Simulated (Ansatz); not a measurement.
# NaI(001) slab, 2 layers: relaxing the cell for a phonon run

Aim: bring NaI(001) slab, 2 layers to small forces and stress, as phonons need.

Method: DFT PBE, scalar-relativistic, plane waves, PAW, in Ansatz 0.2.0.

This is a report of a sequence of runs, with most program output left out.

### Step 1. The starting structure

The cell holds 4 atoms: 2 I and 2 Na. Cell: a = 4.575 Å, b = 4.575 Å, c = 16.235 Å, α = 90.0°, β = 90.0°, γ = 90.0°. Vacuum lies along c.

### Step 2. Probe on a coarse mesh

First a cheap look: the gap decides the mesh and the occupations, the pressure tells how far the cell has to move.

The program solves this slab on a cell height of its own, 30.3 Å, in place of the one typed.

input.yaml reads:

```yaml
crystal:
  lattice:
    - [3.235, 3.235, 0.0]
    - [-3.235, 3.235, 0.0]
    - [0.0, 0.0, 16.235]
  atoms:
    - { symbol: I, position: [0.5, 0.5, 0.40037] }
    - { symbol: I, position: [0.0, 0.0, 0.59963] }
    - { symbol: Na, position: [0.0, 0.0, 0.40037] }
    - { symbol: Na, position: [0.5, 0.5, 0.59963] }
  periodic: [true, true, false]
kpoints:
  mp_grid: { grid: [4, 4, 1] }
hamiltonian:
  xc: pbe
scf:
  occupations: { method: gaussian, width: 0.1 }
output:
  forces: true
  stress: true
  eigenvalues: true
```

Command:

```bash
$ ansatz run input.yaml --threads 8 --pin off --max-ram 14336MiB --backend cpu --events-out ev --progress --plain --runs-dir out
```

It took 2 s on 8 threads of Arm Neoverse V1, shared host; peak memory 1 GiB.

A gap read on the k-mesh alone can miss the band edges.

Numbers from this step:

```yaml
gap_on_the_k_mesh: 3.741 eV
direct_gap_on_mesh: 3.745 eV
area_per_atom: 5.233 Å²
```

The coarse mesh shows a gap of 3.74 eV.

### Step 3. Bringing the structure to rest

Harmonic phonons are second derivatives at a point where the forces vanish, and they are wanted at zero stress, so atoms and cell are relaxed first.

The program solves this slab on a cell height of its own, 30.3 Å, in place of the one typed.

input.yaml, the sections that differ from step 2:

```yaml
scf:
  occupations: { method: gaussian, width: 0.02 }
output:
  forces: true
  stress: true
  eigenvalues: true
  write_density: true
  write_potential: true
  elf: true
  volumetric_format: npy
relax:
  adjacent_minimum: "off"
  f_tol: 0.005
  max_steps: 80
  cell: { stress_2d_tol: 0.02 }
# crystal, kpoints, hamiltonian: as in step 2
```

Wall time 12 s (8 threads); peak memory 1 GiB.

Step by step:

```tsv
step	energy less that of the first step (eV)	largest force component (eV/Å)	volume (Å³)
1	0.0000	0.1614	633.56
2	-0.0498	0.0674	629.01
3	-0.0578	0.0265	623.48
4	-0.0606	0.0098	614.95
5	-0.0608	0.0003	614.21
6*	-0.0604	0.0003	614.21
```

Relaxation steps marked * repeat the geometry before them on a plane-wave basis chosen anew for their cell, so energy and pressure can jump there.

Forces are held to the 16 operations that the run works with; a distortion that breaks them can't arise in this run.

```tsv
cell as run	before	after	change
a (Å)	4.575	4.505	-1.5 %
b (Å)	4.575	4.505	-1.5 %
```

The atoms that moved most (Å, along periodic axes as changes of fractional coordinates times the final cell, across vacuum about the mean position):

```tsv
atom	dx	dy	dz	length
Na4	0.000	0.000	-0.199	0.199
Na3	0.000	0.000	0.199	0.199
I2	0.000	0.000	0.155	0.155
I1	0.000	0.000	-0.155	0.155
```

This step gave:

```
gap on the k-mesh  : 3.919 eV
direct gap on mesh : 3.943 eV
area per atom      : 5.073 Å²
```

Valence density in the ac plane at fractional y = 0.000, with atoms of I and Na within 0.2 Å of it. It is the smooth field of the valence electrons, not physical close to the nuclei.

Values in e/Å³, 24 rows by 14 columns, each cell a mean:
```
 0  0  0  0  0  0  0  0  0  0  0  0  0  0
 0  0  0  0  0  0  0  0  0  0  0  0  0  0
 0  0  0  0  0  0  0  0  0  0  0  0  0  0
 0  0  0  0  0  0  0  0  0  0  0  0  0  0
 0  0  0  0  0  0  0  0  0  0  0  0  0  0
 0  0  0  0  0  0  0  0  0  0  0  0  0  0
 0  0  0  0  0  0  0  0  0  0  0  0  0  0
 0  0  0  0  0  0  0  0  0  0  0  0  0  0
 0  0  0  0  0  0  0  0  0  0  0  0  0  0
 0  0  0  0  0  0  0  0  0  0  0  0  0  0
 0  0  0  0  0  0  0  0  0  0  0  0  0  0
 0  0  0  0  0  0  0  0  0  0  0  0  0  0
 0  0  0  0  0  0  0  0  0  0  0  0  0  0
 0  0  0  0  0  0  0  0  0  0  0  0  0  0
 0  0  0  0  0  0  0  0  0  0  0  0  0  0
 5  3  1  0  0  0  0  0  0  0  0  0  1  4
 8  5  1  0  0  0  0  0  0  0  0  1  2  6
 0  0  0  0  0  0  0  0  0  0  0  0  0  0
11  5  1  0  0  0  0  0  0  0  0  0  2  8
 1  0  0  0  0  0  0  0  0  0  0  0  0  0
 0  0  0  0  0  0  0  0  0  0  0  0  0  0
 0  0  0  0  0  0  0  0  0  0  0  0  0  0
 0  0  0  0  0  0  0  0  0  0  0  0  0  0
 0  0  0  0  0  0  0  0  0  0  0  0  0  0
```
Columns run along a (4.5 Å), rows up along c (30.3 Å). Atoms in or near the plane, at fractional coordinates: I at (0.00, 0.33), Na at (0.00, 0.22).

ELF in the ac plane at fractional y = 0.000, with atoms of I and Na within 0.2 Å of it. It is the smooth field of the valence electrons, not physical close to the nuclei.

Values, 24 rows by 14 columns, each cell a mean:
```
0.00 0.00 0.00 0.00 0.00 0.00 0.00 0.00 0.00 0.00 0.00 0.00 0.00 0.00
0.00 0.00 0.00 0.00 0.00 0.00 0.00 0.00 0.00 0.00 0.00 0.00 0.00 0.00
0.00 0.00 0.00 0.00 0.00 0.00 0.00 0.00 0.00 0.00 0.00 0.00 0.00 0.00
0.00 0.00 0.00 0.00 0.00 0.00 0.00 0.00 0.00 0.00 0.00 0.00 0.00 0.00
0.00 0.00 0.00 0.00 0.00 0.00 0.00 0.00 0.00 0.00 0.00 0.00 0.00 0.00
0.00 0.00 0.00 0.00 0.00 0.00 0.00 0.00 0.00 0.00 0.00 0.00 0.00 0.00
0.00 0.00 0.00 0.00 0.00 0.00 0.00 0.00 0.00 0.00 0.00 0.00 0.00 0.00
0.00 0.00 0.00 0.00 0.00 0.00 0.00 0.00 0.00 0.00 0.00 0.00 0.00 0.00
0.00 0.00 0.00 0.00 0.00 0.00 0.00 0.00 0.00 0.00 0.00 0.00 0.00 0.00
0.00 0.00 0.00 0.00 0.00 0.00 0.00 0.00 0.00 0.00 0.00 0.00 0.00 0.00
0.00 0.00 0.00 0.00 0.00 0.00 0.00 0.00 0.00 0.00 0.00 0.00 0.00 0.00
0.00 0.00 0.00 0.00 0.00 0.00 0.00 0.00 0.00 0.00 0.00 0.00 0.00 0.00
0.00 0.00 0.00 0.00 0.00 0.00 0.00 0.00 0.00 0.00 0.00 0.00 0.00 0.00
0.05 0.05 0.04 0.02 0.01 0.00 0.00 0.00 0.00 0.01 0.02 0.03 0.04 0.05
0.52 0.50 0.46 0.36 0.23 0.08 0.01 0.01 0.03 0.14 0.29 0.41 0.48 0.51
0.53 0.58 0.68 0.74 0.69 0.43 0.10 0.04 0.20 0.56 0.73 0.72 0.64 0.54
0.47 0.48 0.63 0.72 0.70 0.46 0.12 0.05 0.22 0.58 0.73 0.69 0.57 0.44
0.40 0.38 0.35 0.28 0.17 0.06 0.02 0.02 0.03 0.10 0.21 0.32 0.37 0.39
0.43 0.53 0.38 0.04 0.02 0.03 0.04 0.04 0.04 0.03 0.01 0.14 0.49 0.51
0.20 0.15 0.05 0.01 0.02 0.03 0.03 0.03 0.03 0.02 0.02 0.02 0.09 0.18
0.00 0.00 0.00 0.00 0.00 0.00 0.01 0.01 0.01 0.00 0.00 0.00 0.00 0.00
0.00 0.00 0.00 0.00 0.00 0.00 0.00 0.00 0.00 0.00 0.00 0.00 0.00 0.00
0.00 0.00 0.00 0.00 0.00 0.00 0.00 0.00 0.00 0.00 0.00 0.00 0.00 0.00
0.00 0.00 0.00 0.00 0.00 0.00 0.00 0.00 0.00 0.00 0.00 0.00 0.00 0.00
```
Columns run along a (4.5 Å), rows up along c (30.3 Å). Atoms in or near the plane, at fractional coordinates: I at (0.00, 0.33), Na at (0.00, 0.22).

Electrostatic potential energy in the ac plane at fractional y = 0.000, with atoms of I and Na within 0.2 Å of it. With pseudopotentials it is smooth inside the atoms' cores, unlike the true potential.

Values in eV, 24 rows by 14 columns, each cell a mean:
```
  0   0   0   0   0   0   0   0   0   0   0   0   0   0
  0   0   0   0   0   0   0   0   0   0   0   0   0   0
  0   0   0   0   0   0   0   0   0   0   0   0   0   0
  0   0   0   0   0   0   0   0   0   0   0   0   0   0
  0   0   0   0   0   0   0   0   0   0   0   0   0   0
  0   0   0   0   0   0   0   0   0   0   0   0   0   0
  0   0   0   0   0   0   0   0   0   0   0   0   0   0
  0   0   0   0   0   0   0   0   0   0   0   0   0   0
  0   0   0   0   0   0   0   0   0   0   0   0   0   0
  0   0   0   0   0   0   0   0   0   0   0   0   0   0
  0   0   0   0   0   0   0   0   0   0   0   0   0   0
  0   0   0   0   0   0   0   0   0   0   0   0   0   0
  0   0   0   0   0   0   0   0   0   0   0   0   0   0
  0   0   0   0   0   0   0   0   0   0   0   0   0   0
 -1   0   0   0   0   0   0   0   0   0   0   0   0   0
 -9 -11 -12  -7  -2  -1   0   0   0  -1  -4 -10 -12 -10
 -8 -10 -14  -9  -3  -1  -1  -1  -1  -2  -5 -12 -13  -9
 -5  -5  -3  -2  -1  -1  -1  -1  -1  -1  -1  -2  -4  -5
-16 -15 -12  -6  -3  -2  -1  -1  -1  -2  -4  -8 -14 -16
 -8  -7  -5  -3  -2  -1   0   0  -1  -1  -2  -3  -5  -7
 -1  -1  -1   0   0   0   0   0   0   0   0  -1  -1  -1
  0   0   0   0   0   0   0   0   0   0   0   0   0   0
  0   0   0   0   0   0   0   0   0   0   0   0   0   0
  0   0   0   0   0   0   0   0   0   0   0   0   0   0
```
Columns run along a (4.5 Å; values clipped at the 3rd and 97th percentile), rows up along c (30.3 Å). Atoms in or near the plane, at fractional coordinates: I at (0.00, 0.33), Na at (0.00, 0.22).

### Step 4. Relaxing to small forces for the phonons

Phonons need a cell at rest on their own settings, so the relaxation is repeated with tight tolerances on forces and stress on the k mesh and occupations of the first response run.

input.yaml, the sections that differ from step 3:

```yaml
crystal:
  lattice:
    - [3.1852101154, 3.1852101154, 0.0]
    - [-3.1852101154, 3.1852101154, 0.0]
    - [0.0, 0.0, 30.2699722]
  atoms:
    - { symbol: I, position: [0.5, 0.5, 0.2096104864] }
    - { symbol: I, position: [0.0, 0.0, 0.3267296164] }
    - { symbol: Na, position: [0.0, 0.0, 0.2212997027] }
    - { symbol: Na, position: [0.5, 0.5, 0.3150404001] }
  periodic: [true, true, false]
scf:
  occupations: { method: fixed }
relax:
  adjacent_minimum: "off"
  f_tol: 0.001
  max_steps: 60
  cell: { stress_2d_tol: 0.002 }
# kpoints, hamiltonian, output: as in step 3
```

Elapsed: 4.8 s, on 8 threads; peak memory 1 GiB; 34 s of CPU time.

Little changed from the start: no atom moved by 0.005 Å and no cell edge by 0.1 %.

Electrostatic potential energy in the ac plane at fractional y = 0.000, with atoms of I and Na within 0.2 Å of it. With pseudopotentials it is smooth inside the atoms' cores, unlike the true potential.

Ten even steps from '_' (-16 eV) to '@' (0 eV), each cell a mean:
```
@@@@@@@@@@@@@@@@@@@@@@@@@@@@
@@@@@@@@@@@@@@@@@@@@@@@@@@@@
@@@@@@@@@@@@@@@@@@@@@@@@@@@@
@@@@@@@@@@@@@@@@@@@@@@@@@@@@
@@@@@@@@@@@@@@@@@@@@@@@@@@@@
@@@@@@@@@@@@@@@@@@@@@@@@@@@@
@@@@@@@@@@@@@@@@@@@@@@@@@@@@
@@@@@@@@@@@@@@@@@@@@@@@@@@@@
@@@@@@@@@@@@@@@@@@@@@@@@@@@@
@@@@@@@@@@@@@@@@@@@@@@@@@@@@
@@@@@@@@@@@@@@@@@@@@@@@@@@@@
@@@@@@@@@@@@@@@@@@@@@@@@@@@@
@@@@@@@@@@@@@@@@@@@@@@@@@@@@
@@@@@@@@@@@@@@@@@@@@@@@@@@@@
@@@@@@@@@@@@@@@@@@@@@@@@@@@@
==--::++%%@@@@@@@@@@##--::--
==--..==##@@@@@@@@%%**::..==
**####%%@@@@@@@@@@@@@@%%##**
____::**%%%%@@@@@@%%##==..__
++++##%%%%@@@@@@@@@@%%##**++
@@@@@@@@@@@@@@@@@@@@@@@@@@@@
@@@@@@@@@@@@@@@@@@@@@@@@@@@@
@@@@@@@@@@@@@@@@@@@@@@@@@@@@
@@@@@@@@@@@@@@@@@@@@@@@@@@@@
```
Columns run along a (4.5 Å; values clipped at the 3rd and 97th percentile), rows up along c (30.3 Å). Atoms in or near the plane, at fractional coordinates: I at (0.00, 0.33), Na at (0.00, 0.22).

ELF in the ac plane at fractional y = 0.000, with atoms of I and Na within 0.2 Å of it. It is the smooth field of the valence electrons, not physical close to the nuclei.

Ten even steps from '0' (0.00) to '9' (0.74), each cell a mean:
```
00000000000000
00000000000000
00000000000000
00000000000000
00000000000000
00000000000000
00000000000000
00000000000000
00000000000000
00000000000000
00000000000000
00000000000000
00000000000000
00000000000000
76643100013566
77999510279987
66899610379975
55432000012445
57500000000166
22000000000012
00000000000000
00000000000000
00000000000000
00000000000000
```
Columns run along a (4.5 Å), rows up along c (30.3 Å). Atoms in or near the plane, at fractional coordinates: I at (0.00, 0.33), Na at (0.00, 0.22).

Valence density in the ac plane at fractional y = 0.000, with atoms of I and Na within 0.2 Å of it. It is the smooth field of the valence electrons, not physical close to the nuclei.

Ten steps, logarithmic in the rise over the least value, from '0' (0 e/Å³) to '9' (11 e/Å³), each cell a mean:
```
00000000000000
00000000000000
00000000000000
00000000000000
00000000000000
00000000000000
00000000000000
00000000000000
00000000000000
00000000000000
00000000000000
00000000000000
00000000000000
00000000000000
00000000000000
87431000012357
98532100012468
21100000000111
98410000000169
32000000000013
00000000000000
00000000000000
00000000000000
00000000000000
```
Columns run along a (4.5 Å), rows up along c (30.3 Å). Atoms in or near the plane, at fractional coordinates: I at (0.00, 0.33), Na at (0.00, 0.22).

The largest force component left is 0.34 meV/Å, within the tolerances set.

### Step 5. Summary of results

```json
{
 "space group after relaxation (within 0.01 Å)": "P4/nmm",
 "lattice constant a": "4.505 Å",
 "lattice constant b": "4.505 Å",
 "area per atom": "5.07 Å²",
 "gap on the k-mesh": "3.92 eV"
}
```

The largest force component left is 0.34 meV/Å, within the tolerances set. The relaxation keeps the symmetry of its start, so it says nothing on stability against lower symmetry. Spin-orbit coupling is left out, which can matter for the heavy elements here. The starting cell was built on a prototype and not taken from a measurement.

[Logs are printed without paths, hosts, clocks, repeated set-up lines and the standing remarks that a program may print on its own settings, such as how far it seeks lower states.]

[Hosts, paths, dates, database ids (printed as entryN), source tags and the programs' standing remarks are cut or masked in the printed files.]
